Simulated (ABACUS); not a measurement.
# SnO (P4/nmm) in ABACUS: reference runs

How does SnO come out in PBEsol? The cell is run as given and disturbed.

Program: ABACUS 3.10.1. These are calculated values, not measurements. Logs are shortened: lines on timing, memory, paths and dates and some standing lists are left out, and cuts for length are marked.

### Step 1. The crystal as given

Symmetry: P4/nmm, No. 129, tetragonal system. The conventional cell has a = 3.814 Å, b = 3.814 Å, c = 4.887 Å, α = 90.00°, β = 90.00°, γ = 90.00°. Sn (site symmetry 4mm) has 4 O at 2.23 Å as nearest neighbours. O (site symmetry -4m2) has 4 Sn at 2.23 Å as nearest neighbours.

The cell is a database's computed one.

### Step 2. Single point, PBEsol

The input, INPUT:

```
INPUT_PARAMETERS
suffix              SnO
calculation         scf
basis_type          pw
pseudo_dir          ./
symmetry            1
dft_functional      pbesol
ecutwfc             84
pseudo_rcut         7
nspin               1
nbands              24
ks_solver           dav
smearing_method     fd
smearing_sigma      0.00367493
scf_thr             1e-08
scf_nmax            100
mixing_type         broyden
mixing_beta         0.7
cal_force           1
cal_stress          1
kpar                4
```

The input, STRU:

```
ATOMIC_SPECIES
Sn 118.7100 Sn.upf
O 15.9990 O.upf

LATTICE_CONSTANT
1.8897261246

LATTICE_VECTORS
3.8136952200 0.0000000000 0.0000000000
0.0000000000 3.8136952200 0.0000000000
0.0000000000 0.0000000000 4.8869133000

ATOMIC_POSITIONS
Direct

Sn
0.0
2
0.5000000000 0.0000000000 0.7646261400 1 1 1
0.0000000000 0.5000000000 0.2353738600 1 1 1

O
0.0
2
0.0000000000 0.0000000000 0.0000000000 1 1 1
0.5000000000 0.5000000000 0.0000000000 1 1 1
```

The input, KPT:

```
K_POINTS
0
Gamma
7 7 6 0 0 0
```

Potentials or basis: PseudoDojo NC SR 0.4.1 PBEsol standard, plane waves.

Started as:

```sh
$ OMP_NUM_THREADS=1 mpirun -np 4 abacus > log
```

running log:

```text
ABACUS v3.10.1

               Atomic-orbital Based Ab-initio Computation at UStc

 ------------------------------------------------------------------------------------

 READING GENERAL INFORMATION
                           global_out_dir = OUT.SnO/
                           global_in_card = INPUT
                               pseudo_dir = ./
                              orbital_dir =
                                    DSIZE = 4
                                    GSIZE = 1

 READING UNITCELL INFORMATION
                                    ntype = 2
                  lattice constant (Bohr) = 1.88973
              lattice constant (Angstrom) = 1

 READING ATOM TYPE 1
                               atom label = Sn
                      L=0, number of zeta = 1
                      L=1, number of zeta = 1
                      L=2, number of zeta = 1
             number of atom for this type = 2

 READING ATOM TYPE 2
                               atom label = O
                      L=0, number of zeta = 1
                      L=1, number of zeta = 1
                      L=2, number of zeta = 1
             number of atom for this type = 2

                        TOTAL ATOM NUMBER = 4
DIRECT COORDINATES
    atom                   x                   y                   z     mag                  vx                  vy                  vz
taud_Sn1            0.5000000000        0.0000000000        0.7646261400  0.0000        0.0000000000        0.0000000000        0.0000000000
taud_Sn2            0.0000000000        0.5000000000        0.2353738600  0.0000        0.0000000000        0.0000000000        0.0000000000
taud_O1            0.0000000000        0.0000000000        0.0000000000  0.0000        0.0000000000        0.0000000000        0.0000000000
taud_O2            0.5000000000        0.5000000000        0.0000000000  0.0000        0.0000000000        0.0000000000        0.0000000000

                          Volume (Bohr^3) = 479.649
                             Volume (A^3) = 71.0765

 Lattice vectors: (Cartesian coordinate: in unit of a_0)
              +3.8137                  +0                  +0
                   +0             +3.8137                  +0
                   +0                  +0            +4.88691
 Reciprocal vectors: (Cartesian coordinate: in unit of 2 pi/a_0)
            +0.262213                  -0                  +0
                   -0           +0.262213                  -0
                   +0                  -0           +0.204628
 The esolver type has been set to : ksdft_pw

                PAO radial cut off (Bohr) = 7

 Read in pseudopotential file is Sn.upf
                     pseudopotential type = NC
          exchange-correlation functional = PBESOL
                 nonlocal core correction = 1
                        valence electrons = 14
                                     lmax = 2
                           number of zeta = 3
                     number of projectors = 6
                           L of projector = 0
[... 5 lines left out ...]
                PAO radial cut off (Bohr) = 7

 Read in pseudopotential file is O.upf
                     pseudopotential type = NC
          exchange-correlation functional = PBESOL
                 nonlocal core correction = 1
                        valence electrons = 6
                                     lmax = 2
                           number of zeta = 2
                     number of projectors = 5
                           L of projector = 0
                           L of projector = 0
                           L of projector = 1
                           L of projector = 1
                           L of projector = 2
     initial pseudo atomic orbital number = 26

 SETUP THE ELECTRONS NUMBER
            electron number of element Sn = 14
      total electron number of element Sn = 28
             electron number of element O = 6
       total electron number of element O = 12
            AUTOSET number of electrons:  = 40
                           occupied bands = 20
                                   NBANDS = 24
                                   NLOCAL = 36

%%%%%%%%%%%%%%%%%%%%%%%%%%%%%%%%%%%%%%%%%%%%%%%%%%%%%%%%%%%%%%%%%%%%%%%%%%%%%%%%%%%%%%%%%%%%%%%%%%%%%%%%%%
 Warning: the number of valence electrons in pseudopotential > 4 for Sn: [Kr] 4d10 5s2 5p2
 Pseudopotentials with additional electrons can yield (more) accurate outcomes, but may be less efficient.
 If you're confident that your chosen pseudopotential is appropriate, you can safely ignore this warning.
%%%%%%%%%%%%%%%%%%%%%%%%%%%%%%%%%%%%%%%%%%%%%%%%%%%%%%%%%%%%%%%%%%%%%%%%%%%%%%%%%%%%%%%%%%%%%%%%%%%%%%%%%%

 SETUP THE PLANE WAVE BASIS
 energy cutoff for charge/potential (unit:Ry) = 336
            fft grid for charge/potential = [ 45, 45, 54 ]
                        fft grid division = [ 1, 1, 1 ]
[... 57 lines left out ...]
                                       S4 = 2
                                       S6 = 0
                              POINT GROUP = D_2d
               POINT GROUP IN SPACE GROUP = D_4h

 SETUP K-POINTS
                                    nspin = 1
                   Input type of k points = Monkhorst-Pack(Gamma)
                                   nkstot = 294
                       right hand lattice = 1
(for reciprocal lattice: )
                             BRAVAIS TYPE = 5
                     BRAVAIS LATTICE NAME = 05. Tetrogonal P (simple)
                                    ibrav = 5
                       right hand lattice = 1
(for k-lattice: )
                             BRAVAIS TYPE = 5
                     BRAVAIS LATTICE NAME = 05. Tetrogonal P (simple)
                                    ibrav = 5
                       right hand lattice = 1
                        ROTATION MATRICES = 16
                               nkstot_ibz = 40
K-POINTS REDUCTION ACCORDING TO SYMMETRY
     IBZ    DIRECT_X    DIRECT_Y    DIRECT_Z  WEIGHT  ibz2bz
       1  0.00000000  0.00000000  0.00000000  0.0034       0
       2  0.14285714  0.00000000  0.00000000  0.0136       1
       3  0.28571429  0.00000000  0.00000000  0.0136       2
       4  0.42857143  0.00000000  0.00000000  0.0136       3
       5  0.14285714  0.14285714  0.00000000  0.0136       8
       6  0.28571429  0.14285714  0.00000000  0.0272       9
[... 22 lines left out ...]
      29  0.42857143  0.28571429  0.33333333  0.0544     115
      30  0.42857143  0.42857143  0.33333333  0.0272     122
[... 10 further k points ...]

                               nkstot now = 40
[... K-POINTS DIRECT COORDINATES: 40 rows ...]

           k-point number in this process = 10
       minimum distributed K point number = 10
[... stars of the k points ...]

[... K-POINTS CARTESIAN COORDINATES: 10 rows ...]

[... K-POINTS DIRECT COORDINATES: 10 rows ...]

 SETUP PLANE WAVES FOR WAVE FUNCTIONS
     energy cutoff for wavefunc (unit:Ry) = 84
              fft grid for wave functions = [ 45, 45, 54 ]
                    number of plane waves = 7357
                         number of sticks = 385

 PARALLEL PW FOR WAVE FUNCTIONS
     PROC   COLUMNS(POT)             PW
        1            385           7357
 --------------- sum -------------------
        1            385           7357

 SETUP NONLOCAL PSEUDOPOTENTIALS IN PLANE WAVE BASIS
 Sn non-local projectors:
 projector 1 L=0
 projector 2 L=0
 projector 3 L=1
 projector 4 L=1
 projector 5 L=2
 projector 6 L=2
 O non-local projectors:
 projector 1 L=0
 projector 2 L=0
 projector 3 L=1
 projector 4 L=1
 projector 5 L=2
      TOTAL NUMBER OF NONLOCAL PROJECTORS = 62

 Init Non-Local PseudoPotential table :
 Init Non-Local-Pseudopotential done.

                                     npwx = 6265

 Make real space PAO into reciprocal space.
       max mesh points in Pseudopotential = 701
     dq(describe PAO in reciprocal space) = 0.01
                                    max q = 1104

 number of pseudo atomic orbitals for Sn is 3
WARNING: norm of atomic wavefunction # 2 of atomic type Sn is 0.999796, renormalized
WARNING: norm of atomic wavefunction # 3 of atomic type Sn is 0.992683, renormalized

 number of pseudo atomic orbitals for O is 2
WARNING: norm of atomic wavefunction # 2 of atomic type O is 0.999978, renormalized

 -------------------------------------------
 SELF-CONSISTENT
 -------------------------------------------
                                 init_chg = atomic

 PW ALGORITHM --------------- ION=   1  ELEC=   1--------------------------------

 Density error is 0.995655967713
                          Error Threshold = 0.01
----------------------------------------------------------
     Energy           Rydberg                 eV
----------------------------------------------------------
 E_KohnSham     -380.0717262659      -5171.1411259120
 E_Harris       -375.1129474791      -5103.6734792899
 E_Fermi        0.6965155431         9.4765801322
----------------------------------------------------------
[... 87 lines left out ...]
 Density error is 3.18171878211e-09
                          Error Threshold = 2.58814038944e-11
----------------------------------------------------------
     Energy           Rydberg                 eV
----------------------------------------------------------
 E_KohnSham     -380.5171162756      -5177.2009678761
 E_KS(sigma->0) -380.5171015615      -5177.2007676807
 E_Harris       -380.5175300930      -5177.2065981511
 E_band         -13.7439597306       -186.9961654187
 E_one_elec     -140.2173534870      -1907.7549659032
 E_Hartree      97.6437770057        1328.5117415190
 E_xc           -103.8239799677      -1412.5977165990
 E_Ewald        -234.1195303984      -3185.3596265022
 E_entropy(-TS) -0.0000294282        -0.0004003907
 E_descf        0.0000000000         0.0000000000
 E_exx          0.0000000000         0.0000000000
 E_Fermi        0.7352653443         10.0037982248
----------------------------------------------------------

 charge density convergence is achieved
 final etot is -5177.2009679 eV
 EFERMI = 10.003798225 eV

 STATE ENERGY(eV) AND OCCUPATIONS    NSPIN == 1
 1/10 kpoint (Cartesian) = 0.0000 0.0000 0.0000 (6199 pws)
       1       -12.0604     0.00680272
       2       -11.6419     0.00680272
       3       -11.6419     0.00680272
       4       -11.6283     0.00680272
       5       -11.5915     0.00680272
       6       -11.5851     0.00680272
[... 146 lines left out ...]
      23        14.1791    2.94727e-38
      24        14.2750    4.32792e-39

[... levels at 4 further k points ...]

------------------------------------------------------------------------------------------
 TOTAL-FORCE (eV/Angstrom)
------------------------------------------------------------------------------------------
                       Sn1         0.0000000000         0.0000000000        -0.1530916614
                       Sn2         0.0000000000         0.0000000000         0.1530916614
                        O1         0.0000000000         0.0000000000         0.0000000000
                        O2         0.0000000000         0.0000000000         0.0000000000
------------------------------------------------------------------------------------------

----------------------------------------------------------------
 TOTAL-STRESS (KBAR)
----------------------------------------------------------------
         1.4028392369         0.0000000000        -0.0000000000
         0.0000000000         1.4028392369        -0.0000000000
         0.0000000000         0.0000000000        -2.9827010002
----------------------------------------------------------------
 TOTAL-PRESSURE: -0.059008 KBAR

 --------------------------------------------
 !FINAL_ETOT_IS -5177.2009678760659881 eV
 --------------------------------------------
```

It took 19 s on 4 MPI ranks of Intel Xeon 6975P-C (Granite Rapids), shared host; peak memory 0.56 GiB.

What came out:

| Property | Result |
| --- | --- |
| Free energy | -5177.2010 eV |
| Pressure | 0.0 GPa |
| Largest force | 0.153 eV/Å |
| Band gap on the k mesh | 0.35 eV, indirect (least direct gap 1.98 eV) |

Forces in eV/Å, atoms in the order of the input:
```
Sn   0.000  0.000 -0.153
Sn   0.000  0.000  0.153
O    0.000  0.000  0.000
O    0.000  0.000  0.000
```

Stress tensor (GPa, compression positive):
```
 0.14  0.00  0.00
 0.00  0.14  0.00
 0.00  0.00 -0.30
```

Levels at points of the mesh, in eV from the valence-band top:
```tsv
k point	band 17	band 18	band 19	band 20	band 21	band 22	band 23	band 24
(0.00, 0.00, 0.00)	-3.43	-3.13	-3.13	0.00	2.01	4.21	4.72	4.72
(0.00, 0.00, 0.50)	-3.19	-3.15	-3.15	-2.18	1.61	3.00	3.00	3.68
```

Caveat: spin-orbit coupling is left out, which moves the levels of the heavy elements; an odd mesh through Γ misses points on the zone boundary, where band edges often lie.

### Step 3. Single point, PBEsol (atoms moved at random, drawn with an rms of 0.05 Å)

Edit INPUT of step 2 so:

```diff
@@ -20,2 +20,4 @@
 cal_stress          1
-kpar                4
+out_chg             1
+out_pot             2
+out_elf             1
```

The input, STRU:

```
ATOMIC_SPECIES
Sn 118.7100 Sn.upf
O 15.9990 O.upf

LATTICE_CONSTANT
1.8897261246

LATTICE_VECTORS
3.8136952200 0.0000000000 0.0000000000
0.0000000000 3.8136952200 0.0000000000
0.0000000000 0.0000000000 4.8869133000

ATOMIC_POSITIONS
Direct

Sn
0.0
2
0.5091850000 -0.0043280000 0.7697660000 1 1 1
0.0031930000 0.5007510000 0.2249020000 1 1 1

O
0.0
2
0.0068460000 0.0034470000 -0.0019050000 1 1 1
0.4935640000 0.4956290000 -0.0016140000 1 1 1
```

KPT is that of step 2.

Potentials or basis: PseudoDojo NC SR 0.4.1 PBEsol standard, plane waves.

Started as:

```sh
$ OMP_NUM_THREADS=1 mpirun -np 4 abacus > log
```

running log:

```text
ABACUS v3.10.1

               Atomic-orbital Based Ab-initio Computation at UStc

 ------------------------------------------------------------------------------------

 READING GENERAL INFORMATION
                           global_out_dir = OUT.SnO/
                           global_in_card = INPUT
                               pseudo_dir = ./
                              orbital_dir =
                                    DSIZE = 4
                                    GSIZE = 1

 READING UNITCELL INFORMATION
                                    ntype = 2
                  lattice constant (Bohr) = 1.88973
              lattice constant (Angstrom) = 1

 READING ATOM TYPE 1
                               atom label = Sn
                      L=0, number of zeta = 1
                      L=1, number of zeta = 1
                      L=2, number of zeta = 1
             number of atom for this type = 2

 READING ATOM TYPE 2
                               atom label = O
                      L=0, number of zeta = 1
                      L=1, number of zeta = 1
                      L=2, number of zeta = 1
             number of atom for this type = 2

[... 349 lines left out ...]
 E_KohnSham     -380.5132636291      -5177.1485499315
 E_KS(sigma->0) -380.5132608138      -5177.1485116277
 E_Harris       -380.5127663310      -5177.1417838447
 E_band         -13.8701138992       -188.7125809387
 E_one_elec     -144.7285047312      -1969.1323273639
 E_Hartree      99.8708827317        1358.8130694405
 E_xc           -103.8757991667      -1413.3027529708
 E_Ewald        -231.7798368323      -3153.5264624297
 E_entropy(-TS) -0.0000056305        -0.0000766075
 E_descf        0.0000000000         0.0000000000
 E_exx          0.0000000000         0.0000000000
 E_Fermi        0.7439845604         10.1224292459
----------------------------------------------------------

 charge density convergence is achieved
 final etot is -5177.1485499 eV
 EFERMI = 10.122429246 eV
The vacuum level is 11.823453038 eV

 STATE ENERGY(eV) AND OCCUPATIONS    NSPIN == 1
 1/148 kpoint (Cartesian) = 0.0000 0.0000 0.0000 (1558 pws)
       1       -12.1209     0.00680272
       2       -11.6356     0.00680272
       3       -11.6323     0.00680272
       4       -11.6086     0.00680272
       5       -11.5769     0.00680272
       6       -11.5644     0.00680272
[... 146 lines left out ...]
      23        13.7715    2.74123e-34
      24        14.4232    5.99689e-40

[... levels at 142 further k points ...]

------------------------------------------------------------------------------------------
 TOTAL-FORCE (eV/Angstrom)
------------------------------------------------------------------------------------------
                       Sn1        -0.1101866860         0.0481744238        -0.8491824185
                       Sn2        -0.1022824996        -0.0000988313         0.9351075237
                        O1        -0.1862010502        -0.1863568144        -0.0277372020
                        O2         0.3986702358         0.1382812219        -0.0581879032
------------------------------------------------------------------------------------------

----------------------------------------------------------------
 TOTAL-STRESS (KBAR)
----------------------------------------------------------------
        24.6519847968         0.3480452456        -1.7001240958
         0.3480452456        23.4620887437         0.0290180636
        -1.7001240958         0.0290180636        28.3197578475
----------------------------------------------------------------
 TOTAL-PRESSURE: 25.477944 KBAR

 --------------------------------------------
 !FINAL_ETOT_IS -5177.1485499315058405 eV
 --------------------------------------------
```

stdout:

```text
ABACUS v3.10.1

               Atomic-orbital Based Ab-initio Computation at UStc

%%%%%%%%%%%%%%%%%%%%%%%%%%%%%%%%%%%%%%%%%%%%%%%%%%%%%%%%%%%%%%%%%%%%%%%%%%%%%%%%%%%%%%%%%%%%%%%%%%%%%%%%%
 Warning: the number of valence electrons in pseudopotential > 4 for Sn: [Kr] 4d10 5s2 5p2
[... 35 lines left out ...]
 TOTAL-STRESS (KBAR)
----------------------------------------------------------------
        24.6519847968         0.3480452456        -1.7001240958
         0.3480452456        23.4620887437         0.0290180636
        -1.7001240958         0.0290180636        28.3197578475
----------------------------------------------------------------
 TOTAL-PRESSURE: 25.477944 KBAR
```

Run time: 72 s. Hardware: 4 MPI ranks of Intel Xeon 6975P-C (Granite Rapids), shared host; peak memory 0.68 GiB.

What came out:

```yaml
Free_energy: -5177.1485 eV
Pressure: 2.5 GPa
Largest_force: 0.941 eV/Å
Band_gap_on_the_k_mesh: 0.58 eV, indirect (least direct gap 1.88 eV)
```

Forces on the atoms (eV/Å):
```
Sn  -0.110  0.048 -0.849
Sn  -0.102  0.000  0.935
O   -0.186 -0.186 -0.028
O    0.399  0.138 -0.058
```

Stress tensor (GPa, compression positive):
```
 2.47  0.03 -0.17
 0.03  2.35  0.00
-0.17  0.00  2.83
```

Caveat: spin-orbit coupling is left out, which moves the levels of the heavy elements; an odd mesh through Γ misses points on the zone boundary, where band edges often lie.
